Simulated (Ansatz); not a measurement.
CoPt (CuAu type, space group P4/mmm)

```xyz
2
Lattice="2.6763 0.0000 0.0000 0.0000 2.6763 0.0000 0.0000 0.0000 3.7275" Properties=species:S:1:pos:R:3 pbc="T T T"
Co     1.3382     1.3382     1.8638
Pt     0.0000     0.0000     0.0000
```

The slice is a (0 -1 1) plane (indices of the conventional cell) through the point (0.500, 0.500, 0.500) (fractional), spanned by u = [100] and v = [011] in vectors of this cell: u (2.68 Å) and v (4.59 Å, at 90° to u). It covers one period; positions are fractions (u, v).

All values below come from r2SCAN (plane waves to 500 eV, PAW, scalar-relativistic; Ansatz, a program for electronic structure). k mesh 17×17×13. Inside the PAW spheres the values are not all-electron values, and peaks at nuclei hang on which shells count as valence. CoPt was relaxed with its symmetry unable to fall. Relaxed CoPt ends ferromagnetic. Spin-orbit coupling is left out, though Pt is heavy. Other magnetic orders were not checked, so this need not be the ground state.

Problem. What is the ELF at the density minimum of the shortest Co–Pt line in this plane (2.66 Å)?

Solution. 0.2.

Problem. What is the valence density on the shortest Co–Pt line in this plane (2.66 Å), at its minimum between the atoms?

Solution. 0.33 e/Å³.

Problem. Predict the map of the ELF of the up spins on the slice.

Solution. 
```
|xxxx+-.      .-+xxx|
|xxx%=:        :=%xx|
|xx%+-.   ..   .-+%x|
|*+=-.    ..    .-=+|
|:::.    ....    .::|
|.      .::::.      |
|     ..::::::..    |
|   ..:::----:::..  |
|...:::--====--:::..|
|::::--=++**++=--:::|
|::::-=*##%%##*=-:::|
|:::-=*#%@@@@%#*=-::|
|:::-+#@@xxxx@@#+-::|
|:::-*%@xxxxxx@%*-::|
|-::=*%@xxxxxx@%*=::|
|-::=*%xxxxxxxx%*=::|
|-::=*%@xxxxxx@%*=::|
|:::-*%@xxxxxx@%*-::|
|:::-+#@@xxxx@@#+-::|
|:::-=*#%@@@@%#*=-::|
|::::-=*##%%##*=-:::|
|::::--=++**++=--:::|
|...:::--====--:::..|
|   ..:::----:::..  |
|     ..::::::..    |
|.      .::::.      |
|:::.    ....    .::|
|*+=-.    ..    .-=+|
|xx%+-.   ..   .-+%x|
|xxx%=:        :=%xx|
|xxxx+-.      .-+xxx|
|xxxx*-.      .-*xxx|
```
Scale: ten equal steps from 0.13 (start of ' ') to 0.64 (end of '@'), in the order ' .:-=+*#%@'. Values: ELF of the up spins. The map has 19 points along u (one character each, u = 0 at the left) and 32 along v (v = 0 in the bottom row). Points within 0.5 Å of a nucleus are blanked (x), as the pseudised field means little there.
